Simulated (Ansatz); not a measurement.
# BeS: the cost of one run

Method: DFT PBE, scalar-relativistic, plane waves, PAW, in Ansatz 0.2.0.

The COD entry's cell or inner coordinates are ideal or old and differ from later refinements, so a difference from it is no clean test against experiment.

3 further runs of the same task are left out: 1 that didn't finish, 2 set aside as unsound or not needed.

## 1. Starting point

It takes space group F-43m (No. 216, cubic). The conventional cell has a = 4.876 Å, b = 4.876 Å, c = 4.876 Å, α = 90.00°, β = 90.00°, γ = 90.00°. Around Be (site symmetry -43m) lie 4 S at 2.11 Å. S (site symmetry -43m) has 4 Be at 2.11 Å as nearest neighbours.

Structure file:

```
CELL_PARAMETERS angstrom
0.00000 2.43792 2.43792
2.43792 0.00000 2.43792
2.43792 2.43792 0.00000
ATOMIC_POSITIONS crystal
Be 0.00000 0.00000 0.00000
S 0.25000 0.25000 0.25000
```

It is the result of an earlier relaxation at this level (volume 14.49 Å³/atom; gap on the mesh: 3.14 eV).

## 2. Bands, states and charges

The input, input.yaml:

```yaml
crystal:
  lattice:
    - [0.0, 2.4379189249, 2.4379189249]
    - [2.4379189249, 0.0, 2.4379189249]
    - [2.4379189249, 2.4379189249, 0.0]
  atoms:
    - { symbol: Be, position: [0.0, 0.0, 0.0] }
    - { symbol: S, position: [0.25, 0.25, 0.25] }
basis:
  ecutwfc: 420
kpoints:
  mp_grid: { grid: [8, 8, 8] }
  band_path:
    path:
      - [[0.0, 0.0, 0.0], [-0.5, -0.5, 0.0], [-0.375, -0.375, 0.25]]
      - [[-0.375, 0.0, 0.375], [0.0, 0.0, 0.0], [0.0, 0.0, 0.5], [-0.5, -0.25, 0.25], [-0.5, -0.5, 0.0]]
    npoints: 14
hamiltonian:
  xc: pbe
scf:
  occupations: { method: gaussian, width: 0.02 }
  n_extra_bands: 6
output:
  forces: true
  stress: true
  eigenvalues: true
  populations: true
  dos: { projected: true, de: 0.02, nscf_kmesh: { grid: [12, 12, 12] } }
  bader: true
  write_density: true
  write_potential: true
  elf: true
  volumetric_format: npy
```

Run with:

```sh
ansatz run input.yaml --threads 1 --pin off --max-ram 2560MiB --backend cpu --events-out ev --progress --plain --runs-dir out
```

What time and memory should one allow on 1 thread of AMD EPYC 9R45 (Zen 5), shared host?

About 14 s, with a peak of 0.31 GiB.
